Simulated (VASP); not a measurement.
# Tb (Fm-3m) in VASP: reference runs

Aim: a first look at Tb with PBE, on the cell as given and on a disturbed one.

Everything below comes from runs of VASP 6.6.1. Logs are shortened: lines on timing, memory, paths and dates and some standing lists are left out, and cuts for length are marked.

## 1. The crystal as given

It takes space group Fm-3m (No. 225, cubic). Conventional cell: a = 5.040 Å, b = 5.040 Å, c = 5.040 Å, α = 90.00°, β = 90.00°, γ = 90.00°. Tb (site symmetry m-3m) is surrounded by 12 Tb at 3.56 Å.

This isn't the form of Tb at room conditions, which is hcp.

## 2. Single point, PBE, collinear spin, ferromagnetic start

File INCAR:

```
SYSTEM = Tb
PREC = Accurate
ENCUT = 520
EDIFF = 1E-7
ISMEAR = -1
SIGMA = 0.05
LREAL = .FALSE.
LASPH = .TRUE.
NELM = 120
ALGO = Normal
ISIF = 2
LWAVE = .FALSE.
LCHARG = .FALSE.
ISPIN = 2
MAGMOM = 6
LORBIT = 11
LMAXMIX = 6
GGA = PE
NBANDS = 20
```

File KPOINTS:

```
Automatic mesh
0
G
  9 9 9
  0 0 0
```

File POSCAR:

```
Tb
1.0
    0.0000000000      2.5199650902      2.5199650902
    2.5199650902      0.0000000000      2.5199650902
    2.5199650902      2.5199650902      0.0000000000
Tb
1
Direct
    0.0000000000      0.0000000000      0.0000000000
```

Potentials or basis: VASP PAW PBE potentials, release 64 (Tb).

The run is started by

```
cat potpaw_PBE.64/Tb/POTCAR > POTCAR
mpirun -np 1 vasp_std > vasp.out
```

OUTCAR:

```text
SYSTEM = Tb
   PREC = Accurate
   ENCUT = 520
   EDIFF = 1E-7
   ISMEAR = -1
   LREAL = .FALSE.
   LASPH = .TRUE.
   NELM = 120
   ISIF = 2
   ISPIN = 2
   LORBIT = 11
   GGA = PE

 ion  position               nearest neighbor table
   1  0.000  0.000  0.000-

  LATTYP: Found a face centered cubic cell.
 ALAT       =     5.0399301804

  Lattice vectors:

 A1 = (   0.0000000000,   2.5199650902,   2.5199650902)
 A2 = (   2.5199650902,   0.0000000000,   2.5199650902)
 A3 = (   2.5199650902,   2.5199650902,   0.0000000000)

Analysis of symmetry for initial positions (statically):
=====================================================================
 Subroutine PRICEL returns:
 Original cell was already a primitive cell.

 Routine SETGRP: Setting up the symmetry group for a
 face centered cubic supercell.

 Subroutine GETGRP returns: Found 48 space group operations
 (whereof 48 operations were pure point group operations)
 out of a pool of 48 trial point group operations.

The static configuration has the point symmetry O_h .

Analysis of symmetry for dynamics (positions and initial velocities):
=====================================================================
 Subroutine PRICEL returns:
 Original cell was already a primitive cell.

 Routine SETGRP: Setting up the symmetry group for a
 face centered cubic supercell.

 Subroutine GETGRP returns: Found 48 space group operations
 (whereof 48 operations were pure point group operations)
 out of a pool of 48 trial point group operations.

The dynamic configuration has the point symmetry O_h .

Analysis of structural, dynamic, and magnetic symmetry:
=====================================================================
 Subroutine PRICEL returns:
 Original cell was already a primitive cell.

 Routine SETGRP: Setting up the symmetry group for a
 face centered cubic supercell.

 Subroutine GETGRP returns: Found 48 space group operations
 (whereof 48 operations were pure point group operations)
 out of a pool of 48 trial point group operations.

The overall configuration has the point symmetry O_h .

 Subroutine INISYM returns: Found 48 space group operations
 (whereof 48 operations are pure point group operations),
 and found     1 'primitive' translations

----------------------------------------------------------------------------------------

                                     Primitive cell

  volume of cell :      32.0047

  direct lattice vectors                    reciprocal lattice vectors
     0.000000000  2.519965090  2.519965090    -0.198415447  0.198415447  0.198415447
     2.519965090  0.000000000  2.519965090     0.198415447 -0.198415447  0.198415447
     2.519965090  2.519965090  0.000000000     0.198415447  0.198415447 -0.198415447

  length of vectors
     3.563768807  3.563768807  3.563768807     0.343665635  0.343665635  0.343665635

  position of ions in fractional coordinates (direct lattice)
     0.000000000  0.000000000  0.000000000

  ion indices of the primitive-cell ions
   primitive index   ion index
                 1           1

----------------------------------------------------------------------------------------

 KPOINTS: Automatic mesh

Automatic generation of k-mesh.
 Grid dimensions read from file:
 generate k-points for:    9    9    9

 Generating k-lattice:

  Cartesian coordinates                     Fractional coordinates (reciprocal lattice)
    -0.022046161  0.022046161  0.022046161     0.111111111  0.000000000  0.000000000
     0.022046161 -0.022046161  0.022046161     0.000000000  0.111111111  0.000000000
     0.022046161  0.022046161 -0.022046161     0.000000000  0.000000000  0.111111111

  Length of vectors
[... 48 lines left out ...]
   ICHARG =      2    charge: 1-file 2-atom 10-const
   ISPIN  =      2    spin polarized calculation?
   LNONCOLLINEAR =      F non collinear calculations
   LSORBIT =      F    spin-orbit coupling
   LASPH  =      T    aspherical Exc in radial PAW
   ENCUT  =  520.0 eV  38.22 Ry    6.18 a.u.   6.63  6.63  6.63*2*pi/ulx,y,z
   NELM   =    120;   NELMIN=  2; NELMDL= -5     # of ELM steps
   EDIFF  = 0.1E-06   stopping-criterion for ELM
   LREAL  =      F    real-space projection
   EDIFFG = 0.1E-05   stopping-criterion for IOM
   NSW    =      0    number of steps for IOM
   IBRION =     -1    ionic relax: 0-MD 1-quasi-New 2-CG
   NFREE  =      0    steps in history (QN), initial steepest desc. (CG)
   ISIF   =      2    stress and relaxation
   ISYM   =      2    0-nonsym 1-usesym 2-fastsym
   POTIM  = 0.5000    time-step for ionic-motion
   TEBEG  =    0.0;   TEEND  =   0.0 temperature during run
   PSTRESS=    0.0 pullay stress
   NELECT =      19.0000    total number of electrons
   NUPDOWN=      -1.0000    fix difference up-down
   EMIN   =  10.00;   EMAX   =-10.00  energy-range for DOS
   EFERMI =   0.00;   METHOD = LEGACY
   ISMEAR =    -1;   SIGMA  =   0.05  broadening in eV -4-tet -1-fermi 0-gaus
   EFERMI_NEDOS =   21; number of points for ismear=-14 and -15
   IALGO  =     38    algorithm
   IMIX   =      4    mixing-type and parameters
     AMIX     =   0.40;   BMIX     =  1.00
     AMIX_MAG =   1.60;   BMIX_MAG =  1.00
  volume/ion in A,a.u.               =      32.00       215.98
  Fermi-wavevector in a.u.,A,eV,Ry     =   1.375904  2.600082 25.757355  1.893112
  Thomas-Fermi vector in A             =   2.501197
   LORBIT       =     11    0 simple, 1 ext, 2 COOP (PROOUT), +10 PAW based schemes
   GGA     = PE    functional components
   LHFCALC =     F    Hartree Fock is set to
   AEXX    =    0.0000 exact exchange contribution
   IVDW    =     0    specifies the selected vdW correction
   LEPSILON=     F    determine dielectric tensor
   LRPA    =     F    only Hartree local field effects (RPA)
 spin polarized calculation
  energy-cutoff  :      520.00
  volume of cell :       32.00
 maximum number of plane-waves:       889
   NGX = 13   NGY = 13   NGZ = 13

 number of electron      19.0000007 magnetization       5.8716434

 Free energy of the ion-electron system (eV)
  ---------------------------------------------------
  ext. energy  EPLUGINS =         0.00000000
  ---------------------------------------------------
  free energy    TOTEN  =        -9.55201560 eV

  energy without entropy =       -9.51093631  energy(sigma->0) =       -9.53147595

 E-fermi :   2.9159     XC(G=0): -10.1040

 val. band max:        2.9083493342   @ k =  -0.4444   0.3333   0.0000
 cond. band min:       2.9160595683   @ k =  -0.4444   0.3333   0.1111
 fundamental gap:      0.0077102341
 Fermi energy:         2.9159262529

 spin component 1

 k-point     1 :       0.0000    0.0000    0.0000
  band No.  band energies     occupation
      1     -43.1943      1.00000
      2     -19.4489      1.00000
      3     -19.4489      1.00000
      4     -19.4489      1.00000
      5      -2.0413      1.00000
      6      -1.2421      1.00000
[... 541 lines left out ...]
     19      12.0293      0.00000
     20      13.0416      0.00000

 [... further k-points ...]

 spin component 2

 k-point     1 :       0.0000    0.0000    0.0000
  band No.  band energies     occupation
      1     -40.6244      1.00000
      2     -17.5541      1.00000
      3     -17.5541      1.00000
      4     -17.5541      1.00000
      5      -1.7028      1.00000
      6       2.5272      0.99958
[... 541 lines left out ...]
     19      12.6902      0.00000
     20      13.9647      0.00000

 [... further k-points ...]

------------------------ aborting loop because EDIFF is reached ----------------------------------------

 total charge

# of ion       s       p       d       f       tot
--------------------------------------------------
    1        2.088   5.595   0.516   8.117  16.315

 magnetization (x)

# of ion       s       p       d       f       tot
--------------------------------------------------
    1        0.001  -0.050   0.066   5.679   5.697

  FORCE on cell =-STRESS in cart. coord.  units (eV):
  Direction    XX          YY          ZZ          XY          YZ          ZX
  --------------------------------------------------------------------------------------
  -------------------------------------------------------------------------------------
  Total        0.0122742      0.0122742      0.0122742     -0.0000000     -0.0000000     -0.0000000
  in kB        0.6144565      0.6144565      0.6144565     -0.0000000     -0.0000000     -0.0000000
  external PRESSURE =       0.6144565 kB  Pullay stress =       0.0000000 kB

 VOLUME and BASIS-vectors are now :
 -----------------------------------------------------------------------------
  energy-cutoff  :      520.00
  volume of cell :       32.00
      direct lattice vectors                 reciprocal lattice vectors
     0.000000000  2.519965090  2.519965090    -0.198415447  0.198415447  0.198415447
     2.519965090  0.000000000  2.519965090     0.198415447 -0.198415447  0.198415447
     2.519965090  2.519965090  0.000000000     0.198415447  0.198415447 -0.198415447

  length of vectors
     3.563768807  3.563768807  3.563768807     0.343665635  0.343665635  0.343665635

 FORCES acting on ions
    electron-ion (+dipol)            ewald-force                    non-local-force                 convergence-correction
 -----------------------------------------------------------------------------------------------
   -.480E-13 -.716E-13 -.490E-13   0.620E-16 0.149E-14 0.220E-14   -.165E-23 0.165E-23 -.217E-23   -.622E-14 -.233E-12 -.130E-12
 -----------------------------------------------------------------------------------------------
   -.480E-13 -.716E-13 -.490E-13   0.620E-16 0.149E-14 0.220E-14   -.165E-23 0.165E-23 -.217E-23   -.622E-14 -.233E-12 -.130E-12

 POSITION                                       TOTAL-FORCE (eV/Angst)
 -----------------------------------------------------------------------------------
      0.00000      0.00000      0.00000        -0.000000      0.000000      0.000000
 -----------------------------------------------------------------------------------
    total drift:                               -0.000000     -0.000000     -0.000000

--------------------------------------------------------------------------------------------------------

  FREE ENERGIE OF THE ION-ELECTRON SYSTEM (eV)
  ---------------------------------------------------
  free  energy   TOTEN  =        -9.5520156004 eV

  energy  without entropy=       -9.5109363064  energy(sigma->0) =       -9.53147595

--------------------------------------------------------------------------------------------------------

--------------------------------------------------------------------------------------------------------

 total charge

# of ion       s       p       d       f       tot
--------------------------------------------------
    1        2.088   5.595   0.516   8.117  16.315

 magnetization (x)

# of ion       s       p       d       f       tot
--------------------------------------------------
    1        0.001  -0.050   0.066   5.679   5.697

=======================================================================
```

It took 2 min on 1 thread of Intel Xeon Platinum 8488C (Sapphire Rapids), shared host; peak memory 0.19 GiB.

Results:

```
Free energy                                           : -9.5520 eV
Pressure                                              : 0.1 GPa
Band gap on the k mesh                                : none (metal or under the smearing width)
Net moment                                            : 5.87 μB per cell
Site moments                                          : Tb +5.70 μB
Valence electrons inside the program's atomic spheres : Tb 16.32
```

Caveat: the magnetic or orbital state may not be the lowest; spin-orbit coupling is left out, which moves the levels of the heavy elements. The state reached can hang on the start; a lower one may exist.

(Continued in part 2 of 2.)
